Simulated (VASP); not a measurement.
# Settings for MoS₂: self-consistent run

MoS₂, P3m1 (no. 156), 6 atoms in the cell. PBEsol; PAW potentials Mo_sv, S (PBE set). VASP 6.6.1. The cell is changed on purpose: last atom moved by 0.08 Å along z, cell strained by +1.0% along z.

Wanted: energy within 2 meV/atom.

What the run is for: energy; Accuracy asked: standard.

POSCAR:
```
MoS2
1.0
    3.1690000000      0.0000000000      0.0000000000
   -1.5845000000      2.7444345046      0.0000000000
    0.0000000000      0.0000000000     12.4472400000
Mo S
2 4
Direct
    0.6666666700      0.3333333300      0.7500000000
    0.3333333300      0.6666666700      0.2500000000
    0.6666666700      0.3333333300      0.3770000000
    0.3333333300      0.6666666700      0.8770000000
    0.6666666700      0.3333333300      0.1230000000
    0.3333333300      0.6666666700      0.6294914000
```

The series start from Plane-wave cutoff (eV): 340; k-point mesh: 8 × 8 × 2; Precision mode (PREC): Accurate; Electronic threshold (eV): 1e-6; Bands in all (NBANDS): 40; Aspherical gradient terms in the spheres (LASPH): yes; Electronic algorithm: ALGO=Normal; Support grid and gradient cutoff: ADDGRID=False GGA_COMPAT=False; Density mixing: defaults. Each series keeps the choices made before it, and each single choice may use up half of a tolerance.

## Plane-wave cutoff (eV)

| Plane-wave cutoff (eV) | Energy less reference (meV/atom) | SCF iterations | Time (s) |
|---|---|---|---|
| 210 | 76.9 | 15 | 18 |
| 260 | 10.4 | 15 | 34 |
| 300 | 1.9 | 16 | 37 |
| 340 | 1.3 | 16 | 46 |
| 390 | 1.2 | 16 | 49 |
| 460 | 0.6 | 15 | 60 |
| 550 | 0.3 | 16 | 70 |
| 690 (reference) | 0.0 | 15 | 109 |

Chosen: 460, the loosest value from which every tighter one stays within half of the tolerance.

## k-point mesh

| k-point mesh | Energy less reference (meV/atom) | SCF iterations | Time (s) |
|---|---|---|---|
| 3 × 3 × 1 | 0.4 | 16 | 15 |
| 4 × 4 × 1 | -14.4 | 15 | 20 |
| 5 × 5 × 2 | 0.0 | 16 | 41 |
| 7 × 7 × 2 | -0.1 | 16 | 66 |
| 8 × 8 × 2 | 0.1 | 15 | 60 |
| 10 × 10 × 3 | 0.0 | 16 | 135 |
| 13 × 13 × 3 (reference) | 0.0 | 16 | 179 |

Chosen: 5 × 5 × 2.

## Precision mode (PREC)

| Precision mode (PREC) | Energy less reference (meV/atom) | SCF iterations | Time (s) |
|---|---|---|---|
| Low | 0.1 | 16 | 30 |
| SingleN | 0.1 | 16 | 28 |
| Normal | 0.0 | 16 | 35 |
| Accurate (reference) | 0.0 | 16 | 41 |

Chosen: Low.

## Electronic threshold (eV)

| Electronic threshold (eV) | Energy less reference (meV/atom) | SCF iterations | Time (s) |
|---|---|---|---|
| 0.001 | 0.0 | 11 | 20 |
| 0.0001 | 0.0 | 12 | 21 |
| 1e-5 | 0.0 | 14 | 27 |
| 1e-6 | 0.0 | 16 | 30 |
| 1e-7 | 0.0 | 17 | 28 |
| 1e-8 (reference) | 0.0 | 19 | 32 |

Chosen: 0.001.

## Bands in all (NBANDS)

| Bands in all (NBANDS) | Energy less reference (meV/atom) | SCF iterations | Time (s) |
|---|---|---|---|
| 27 | 0.0 | 11 | 16 |
| 28 | 0.0 | 11 | 14 |
| 30 | 0.0 | 11 | 15 |
| 32 | 0.0 | 11 | 18 |
| 40 | 0.0 | 11 | 20 |
| 54 (reference) | 0.0 | 11 | 30 |

Chosen: 27.

## Aspherical gradient terms in the spheres (LASPH)

| Aspherical gradient terms in the spheres (LASPH) | Energy less reference (meV/atom) | SCF iterations | Time (s) |
|---|---|---|---|
| no | 1.8 | 11 | 13 |
| yes (reference) | 0.0 | 11 | 16 |

Chosen: yes; the one before it in the list is off by more than half of the tolerance.

## Electronic algorithm

| Electronic algorithm | Energy less reference (meV/atom) | SCF iterations | Time (s) |
|---|---|---|---|
| ALGO=Normal | 0.0 | 11 | 16 |
| ALGO=Fast | 0.0 | 13 | 14 |
| ALGO=VeryFast | 239.1 | 38 | 32 |
| ALGO=All ISEARCH=1 | 0.2 | 18 | 26 |
| ALGO=All ISEARCH=0 | 0.2 | 18 | 22 |
| ALGO=Damped TIME=0.4 | no result | 120 | 102 |
| ALGO=Damped TIME=0.1 | 7.9 | 39 | 42 |

Chosen: ALGO=Fast; it saves 2.3 s of 16, so ALGO=Normal would do nearly as well.

## Support grid and gradient cutoff

| Support grid and gradient cutoff | Energy less reference (meV/atom) | SCF iterations | Time (s) |
|---|---|---|---|
| ADDGRID=False GGA_COMPAT=False | 0.0 | 13 | 14 |
| ADDGRID=True GGA_COMPAT=False | -0.1 | 13 | 17 |
| ADDGRID=False GGA_COMPAT=True | 0.0 | 13 | 16 |

Chosen: ADDGRID=False GGA_COMPAT=False; no other choice that stays within half of the tolerance saves 30 % of the time.

## Density mixing

| Density mixing | Energy less reference (meV/atom) | SCF iterations | Time (s) |
|---|---|---|---|
| defaults | 0.0 | 13 | 14 |
| AMIX=0.4 AMIN=0.6 IMIX=2 | -0.4 | 45 | 78 |
| WC=0 | 0.0 | 15 | 16 |
| BMIX=0.5 | 0.0 | 13 | 17 |
| AMIX=0.1 | -0.2 | 17 | 22 |
| AMIX=0.4 IMIX=1 | 0.0 | 11 | 16 |
| MAXMIX=-10 | 0.0 | 13 | 15 |

Chosen: defaults.

## All choices together

| Input | Energy less reference (meV/atom) | Time (s) |
|---|---|---|
| the program's defaults (naive) | 13.2 | 5.0 |
| chosen settings | 0.6 | 14 |
| reference settings throughout | 0.0 | 508 |

The tolerance is met.

## The input

INCAR:
```
ADDGRID = F ; ALGO = Fast
EDIFF = 0.001 ; EFERMI = MIDGAP
ENCUT = 460 ; GGA = PS
GGA_COMPAT = F ; ISIF = 2
ISMEAR = 0 ; LASPH = T
LCHARG = F ; LREAL = F
LWAVE = F ; NBANDS = 27
NELM = 120 ; PREC = Low
SIGMA = 0.03
```

KPOINTS:
```
Automatic mesh
0
Gamma
  5 5 2
  0 0 0
```

Commands:
```
cat potpaw_PBE.64/Mo_sv/POTCAR potpaw_PBE.64/S/POTCAR > POTCAR
mpirun -np 1 vasp_std > vasp.out
```

The chosen input took VASP 6.6.1 14 s on 1 core (Intel Xeon Platinum 8375C @ 2.90GHz (Ice Lake)), a shared host.

## An input that fails: mixing far too strong

VASP's message: ERROR FEXCP: supplied Exchange-correletion table is too small, maximal index : 3979.

Changes against the starting input:
```
- NELM = 120
+ NELM = 81
+ IMIX = 1
+ AMIX = 2.5
+ BMIX = 0.0001
```
